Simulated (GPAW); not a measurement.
# TiB (Pnma) in GPAW: reference runs

Reference runs on TiB: the cell as given.

Everything below comes from runs of GPAW 26.7.0. Logs are shortened: lines on timing, memory, paths and dates and some standing lists are left out, and cuts for length are marked. The log counts tension as positive stress, the text compression.

### 1 Starting point

The structure is orthorhombic, space group Pnma (No. 62). Conventional cell: a = 6.120 Å, b = 3.060 Å, c = 4.560 Å, α = 90.00°, β = 90.00°, γ = 90.00°. Ti (site symmetry m) has 7 B at 2.34 to 2.54 Å as nearest neighbours. B (site symmetry m) is surrounded by 2 B at 1.83 Å.

### 2 Single point, PBEsol

The input, run.py:

```python
from ase import Atoms
from ase.dft.bandgap import bandgap
from ase.io import write
from ase.units import GPa
from gpaw import GPAW, PW, setup_paths

setup_paths.insert(0, '.')

atoms = Atoms(['Ti', 'Ti', 'Ti', 'Ti', 'B', 'B', 'B', 'B'],
              cell=[[6.12, 0.0, 0.0],
                    [0.0, 3.06, 0.0],
                    [0.0, 0.0, 4.56]],
              scaled_positions=[[0.677, 0.25, 0.377],
                                [0.323, 0.75, 0.623],
                                [0.823, 0.75, 0.877],
                                [0.177, 0.25, 0.123],
                                [0.529, 0.25, 0.897],
                                [0.471, 0.75, 0.103],
                                [0.971, 0.75, 0.397],
                                [0.029, 0.25, 0.603]],
              pbc=True)

calc = GPAW(mode=PW(800),
            xc='PBEsol',
            kpts={'size': (5, 9, 6), 'gamma': True},
            occupations={'name': 'fermi-dirac', 'width': 0.05},
            nbands=56,
            convergence={'density': 1e-05, 'energy': 1e-05},
            maxiter=150,
            txt='gpaw.txt')
atoms.calc = calc
energy = atoms.get_potential_energy()
forces = atoms.get_forces()
stress = atoms.get_stress()
calc.write('gs.gpw')
write('result.traj', atoms)
print(f'Energy: {energy:.6f} eV')
print('Forces (eV/A):')
print(forces.round(4))
print('Stress (GPa):', (stress / GPa).round(3))
print('Fermi level:', round(calc.get_fermi_level(), 4), 'eV')
print(f'Gap: {bandgap(calc)[0]:.4f} eV, direct: {bandgap(calc, direct=True)[0]:.4f} eV')
```

Potentials or basis: PAW data sets generated in the run's folder for this functional, pw.

Started as:

```
$ gpaw-setup -f PBEsol B Ti
$ OMP_NUM_THREADS=1 python run.py
```

gpaw.txt:

```text
__  _  _
 | _ |_)|_||  |
 |__||  | ||/\| - 26.7.0

Input parameters:
  mode=PW(ecut=800.0),
  convergence={'density': 1e-05, 'energy': 1e-05},
  kpts=MonkhorstPack(size=(5, 9, 6), gamma=True),
  maxiter=150,
  nbands=56,
  occupations=Occupations(name='fermi-dirac', width=0.05),
  xc=XC(name='PBEsol')

Diagonalizing LCAO Hamiltonian
Converting LCAO to pw mode
   .--------------.
  /|           Ti |
 * |     B        |
 | |   Ti         |
 |B|             B|
 | |        Ti    |
 | .------B-------.
 |/ Ti           /
 *--------------*

Atoms  # Å, Bohr magnetons
|   | symbol |        x |        y |        z |    initial magnetic moments |
|---|--------|----------|----------|----------|-----------------------------|
| 0 |     Ti | 4.143240 | 0.765000 | 1.719120 | ( 0.0000,  0.0000,  0.0000) |
| 1 |     Ti | 1.976760 | 2.295000 | 2.840880 | ( 0.0000,  0.0000,  0.0000) |
| 2 |     Ti | 5.036760 | 2.295000 | 3.999120 | ( 0.0000,  0.0000,  0.0000) |
| 3 |     Ti | 1.083240 | 0.765000 | 0.560880 | ( 0.0000,  0.0000,  0.0000) |
| 4 |      B | 3.237480 | 0.765000 | 4.090320 | ( 0.0000,  0.0000,  0.0000) |
| 5 |      B | 2.882520 | 2.295000 | 0.469680 | ( 0.0000,  0.0000,  0.0000) |
| 6 |      B | 5.942520 | 2.295000 | 1.810320 | ( 0.0000,  0.0000,  0.0000) |
| 7 |      B | 0.177480 | 0.765000 | 2.749680 | ( 0.0000,  0.0000,  0.0000) |

Unit cell  # Å
| periodic |        x |        y |        z |  lengths |    angles |
|----------|----------|----------|----------|----------|-----------|
|      yes | 6.120000 | 0.000000 | 0.000000 | 6.120000 | 90.000000 |
|      yes | 0.000000 | 3.060000 | 0.000000 | 3.060000 | 90.000000 |
|      yes | 0.000000 | 0.000000 | 4.560000 | 4.560000 | 90.000000 |

Number of symmetries: 2
Symmetry operations  # r_c * U_cc + t_c -> r_c
|   | kind |            matrix            |
|---|------|------------------------------|
| 0 |  E   |  1, 0, 0,  0, 1, 0,  0, 0, 1 |
| 1 |  i   | -1, 0, 0,  0,-1, 0,  0, 0,-1 |

BZ-sampling:
  Number of BZ points: 270
  Number of IBZ points: 136

  Monkhorst-Pack size: [5, 9, 6]
  Monkhorst-Pack shift: [0.0, 0.0, 0.08333333333333333]

K-points  # in reciprocal-cell coordinates
|     |                                coordinates |     weight |
|-----|--------------------------------------------|------------|
|   0 | (  0.00000000,   0.00000000,   0.00000000) | 0.00370370 |
|   1 | (  0.00000000,   0.00000000,   0.16666667) | 0.00740741 |
|   2 | (  0.00000000,   0.00000000,   0.33333333) | 0.00740741 |
|   3 | (  0.00000000,   0.00000000,   0.50000000) | 0.00370370 |
|   4 | (  0.00000000,   0.11111111,  -0.33333333) | 0.00740741 |
|   5 | (  0.00000000,   0.11111111,  -0.16666667) | 0.00740741 |
|   6 | (  0.00000000,   0.11111111,   0.00000000) | 0.00740741 |
|   7 | (  0.00000000,   0.11111111,   0.16666667) | 0.00740741 |
|   8 | (  0.00000000,   0.11111111,   0.33333333) | 0.00740741 |
|   9 | (  0.00000000,   0.11111111,   0.50000000) | 0.00740741 |
| ... |                                            |            |
| 135 | (  0.40000000,   0.44444444,   0.50000000) | 0.00740741 |

Plane wave coefficients: 4436
Cutoff: 800.0 eV

Spin-components: 1 (collinear spins)
Bands:           56
Projectors:      44
Spin-degeneracy: 2
Datatype:        complex128

Parallelization:
  kpt:    1
  domain: 1
  band:   1

Density:
  Valence electrons: 60.0
  Components: 1
  Grid points: [40 20 30]
  Charge: 0.0  # |e|

Potential:
  Grid points: [40 20 30]

species:
  Ti:
    name:    Titanium
    Z:       22.0
    valence: 12
    core:    10
    charge:  0.0  # [|e|]
    compensation charges:
      type: gauss
      rc: 0.38  # [Å]
      lmax: 2
    cutoffs:
      filter: 2.23  # [Å]
      core: 1.02  # [Å]
    projectors
    | kind |    occ | energy [eV] | rcut [Å] |
    |------|--------|-------------|----------|
    |   3s |  2.000 |     -62.441 |    1.270 |
    |   4s |  2.000 |      -4.477 |    1.270 |
    |   3p |  6.000 |     -38.776 |    1.058 |
    |   4p |  0.000 |      -1.449 |    1.058 |
    |   3d |  2.000 |      -4.275 |    1.058 |
    |    d |        |      22.937 |    1.058 |

    Using partial waves for Ti as LCAO basis

  B:
    name:    Boron
    Z:       5.0
    valence: 3
    core:    2
    charge:  0.0  # [|e|]
    compensation charges:
      type: gauss
      rc: 0.20  # [Å]
      lmax: 2
    cutoffs:
      filter: 1.14  # [Å]
      core: 1.42  # [Å]
    projectors
    | kind |    occ | energy [eV] | rcut [Å] |
    |------|--------|-------------|----------|
    |   2s |  2.000 |      -9.361 |    0.635 |
    |   2p |  1.000 |      -3.555 |    0.635 |
    |    s |        |      17.850 |    0.635 |
    |    p |        |      23.657 |    0.635 |
    |    d |        |       0.000 |    0.635 |

    Using partial waves for B as LCAO basis

Reference energy: -95454.419974  # eV

eigensolver:
  PPCG
  Converge bands: occupied
  niter=2

density mixing:
  MSR1-Mixer
  Pratt-step length: 0.05
  Maximum mixing coefficient: 0.75
  Old densities: 10
  SVD Regularization: 0.005
  Good broyden scale: 1.0
  Trust region scale: 1.0
  Backstep threshold: 4.0
  History deletion threshold: 6.0
  Fourier metric: weight=20.0, sigma=0.015

occupation numbers:
  Fermi-Dirac:
    width: 0.0500  # eV

poisson solver:
  ecut: 6400.0  # eV

xc functional:
  name: PBEsol with 2 nearest neighbor stencil

convergence criteria:
- Maximum integral of absolute [dens]ity change: 1e-05 electrons / valence electron
- Maximum [total energy] change in last 3 cyles: 1e-05 eV / valence electron
- Maximum integral of absolute [eigenst]ate change: 4e-08 eV^2 / valence electron
maximum number of iterations: 150

SCF iterations
|iter     | |      energy | eigst |  dens |
|---------|-|-------------|-------|-------|
|iter:   1| |  -69.094681 | +0.28 |       |
|iter:   2| |  -67.570117 | -1.53 | -0.98 |
|iter:   3| |  -64.519811 | -0.52 | -1.04 |
|iter:   4| |  -64.204564 | -1.78 | -1.58 |
|iter:   5| |  -64.223724 | -3.01 | -2.06 |
|iter:   6| |  -64.223263 | -3.69 | -2.69 |
|iter:   7| |  -64.223324c| -5.01 | -3.57 |
|iter:   8| |  -64.223338c| -5.97 | -3.95 |
|iter:   9| |  -64.223340c| -7.05 | -4.53 |
|iter:  10| |  -64.223340c| -7.66c| -5.13c|

Converged in 10 steps
Energy contributions relative to reference atoms: (reference = -95454.419974)

Energy contributions:
  Kinetic:          50.124088
  Coulomb:         -49.296061
  Zero:              0.231865
  External:          0.000000
  Xc:              -65.265960
  Entropy:          -0.034544
  Spinorbit:         0.000000
  ----------------------------
  Free energy:     -64.240612
  Extrapolated:    -64.223340

dipole moment: (0.000010, 0.000005, 0.000008)  # |e|*Ang

Fermi level: 9.527
Eigenvalues  # (at kpt = [0.000, 0.000, 0.000])
| band index |      eig [eV] | occ [0-2] |
|------------|---------------|-----------|
|          0 |       -46.502 |     2.000 |
|        ... |               |           |
|         20 |         5.870 |     2.000 |
|         21 |         6.750 |     2.000 |
|         22 |         6.980 |     2.000 |
|         23 |         7.143 |     2.000 |
|         24 |         7.591 |     2.000 |
|         25 |         8.289 |     2.000 |
[... 8 lines left out ...]
|         34 |        11.158 |     0.000 |
|         35 |        11.546 |     0.000 |
|        ... |               |           |
|         55 |        22.339 |     0.000 |

No gap
No difference between direct/indirect transitions

Forces  # eV/Ang
|        x |        y |        z |
|----------|----------|----------|
|  0.10174 | -0.00000 |  0.01400 |  # Ti   0
| -0.10174 |  0.00000 | -0.01400 |  # Ti   1
| -0.10174 | -0.00000 |  0.01400 |  # Ti   2
|  0.10174 |  0.00000 | -0.01400 |  # Ti   3
|  0.05217 |  0.00000 |  0.26338 |  # B    4
| -0.05217 | -0.00000 | -0.26338 |  # B    5
| -0.05217 | -0.00000 |  0.26338 |  # B    6
|  0.05217 |  0.00000 | -0.26338 |  # B    7

Stress tensor  # eV/Ang^3
|        x |         y |         z |
|----------|-----------|-----------|
| 0.034151 |  0.000000 |  0.000000 |
| 0.000000 |  0.033611 | -0.000000 |
| 0.000000 | -0.000000 |  0.033033 |

# Writing to gs.gpw (mode='')
```

Wall time 8.3 min (1 thread of Arm Neoverse V2, shared host); peak memory 0.86 GiB.

Results:

```
Free energy            : -64.2406 eV
Pressure               : -5.4 GPa
Largest force          : 0.268 eV/Å
Band gap on the k mesh : none (metal or under the smearing width)
```

Forces in eV/Å, atoms in the order of the input:
```
Ti   0.102  0.000  0.014
Ti  -0.102  0.000 -0.014
Ti  -0.102  0.000  0.014
Ti   0.102  0.000 -0.014
B    0.052  0.000  0.263
B   -0.052  0.000 -0.263
B   -0.052  0.000  0.263
B    0.052  0.000 -0.263
```

Levels at points of the mesh, in eV from the Fermi level:
```tsv
k point	band 28	band 29	band 30	band 31	band 32	band 33
(0.00, 0.00, 0.00)	-0.71	0.63	0.79	0.93	1.24	1.48
(0.00, 0.00, 0.50)	-0.91	-0.02	-0.02	1.60	1.60	2.07
```
